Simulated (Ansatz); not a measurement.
**AlN: how the settings move a calculation**

How sensitive is a calculation of AlN to its settings? A reference run comes first, then two runs with altered input.

A COD entry behind a cell of this session may itself be a prediction, so a difference from it is no test against experiment.

Program: Ansatz 0.2.0. Level of theory: reference: DFT, PBE, plane-wave PAW, default files, scalar-relativistic. These are calculated values, not measurements.

### 1 The system as given

The structure is cubic, space group Fm-3m (No. 225). The conventional cell has a = 3.938 Å, b = 3.938 Å, c = 3.938 Å, α = 90.00°, β = 90.00°, γ = 90.00°. Al (site symmetry m-3m) has 6 N at 1.97 Å as nearest neighbours. N (site symmetry m-3m) is surrounded by 6 Al at 1.97 Å.

Coordinates:

```
CELL_PARAMETERS angstrom
0.00000 1.96900 1.96900
1.96900 0.00000 1.96900
1.96900 1.96900 0.00000
ATOMIC_POSITIONS crystal
Al 0.00000 0.00000 0.00000
N 0.50000 0.50000 0.50000
```

### 2 Reference

The input, input.yaml:

```yaml
crystal:
  lattice:
    - [0.0, 1.969, 1.969]
    - [1.969, 0.0, 1.969]
    - [1.969, 1.969, 0.0]
  atoms:
    - { symbol: Al, position: [0.0, 0.0, 0.0] }
    - { symbol: "N", position: [0.5, 0.5, 0.5] }
kpoints:
  mp_grid: { grid: [12, 12, 12] }
scf:
  occupations: { method: fermi_dirac, width: 0.02 }
hamiltonian:
  xc: pbe
  pseudopotentials: { kind: paw }
output:
  forces: true
  stress: true
  populations: true
  efg:
    quadrupole_moments_barn: { Al: 0.1466, "N": 0.02044 }
    contact_densities: true
  write_density: true
  write_potential: true
  elf: true
  volumetric_format: npy
relax:
  f_tol: 0.02
  max_steps: 60
```

Launch:

```
$ ansatz run input.yaml --threads 1 --pin off --max-ram 2560MiB --backend cpu --events-out ev --progress --plain --runs-dir out
```

### 3 Changed: n_extra_bands 4, accuracy medium

Changes to input.yaml since step 2:

```diff
@@ -12,2 +12,3 @@
   occupations: { method: fermi_dirac, width: 0.02 }
+  n_extra_bands: 4
 hamiltonian:
@@ -22,8 +23,2 @@
     contact_densities: true
-  write_density: true
-  write_potential: true
-  elf: true
-  volumetric_format: npy
-relax:
-  f_tol: 0.02
-  max_steps: 60
+accuracy: medium
```

### 4 Changed: mixing.algorithm broyden, mixing.beta 0.05, scf.algorithm direct_min

Changes to input.yaml since step 2:

```diff
@@ -12,2 +12,4 @@
   occupations: { method: fermi_dirac, width: 0.02 }
+  mixing: { algorithm: broyden, beta: 0.05 }
+  algorithm: direct_min
 hamiltonian:
@@ -26,4 +28 @@
   volumetric_format: npy
-relax:
-  f_tol: 0.02
-  max_steps: 60
```

Before running it: what results should come out? Wanted: for each run, ending; energy change; pressure; gap; force.

**Answer**, as computed:

| run | ending | energy change | pressure (GPa) | gap (eV) | force (eV/Å) | cycles | time |
| --- | --- | --- | --- | --- | --- | --- | --- |
| reference | converged | 0 | 30.5 | 5.14 | 0.00 | 6 | 1.9 s |
| 1: n_extra_bands 4, accuracy medium | converged | 0.0 meV/atom | 30.5 | 5.14 | 0.00 | 6 | 1.6 s |
| 2: mixing.algorithm broyden, mixing.beta 0.05, scf.algorithm direct_min | converged | 0.0 meV/atom | 30.5 | 5.14 | 0.00 | 4 | 2.7 s |

Times don't compare one to one where runs were asked for different outputs or read a saved state (see the inputs); cycles may leave out searches for a lower state.

**Reading.** Of the converged runs whose energies compare with the reference's, none moves it noticeably. The structure is not at rest: the sound run finds 30 GPa, so these are no properties of the relaxed crystal. Symmetry fixes the atoms and the cell is held, so no setting can move this relaxation. 

The gaps are Kohn-Sham values of a semilocal functional, not quasiparticle or optical gaps. Such gaps usually fall short of the measured ones.
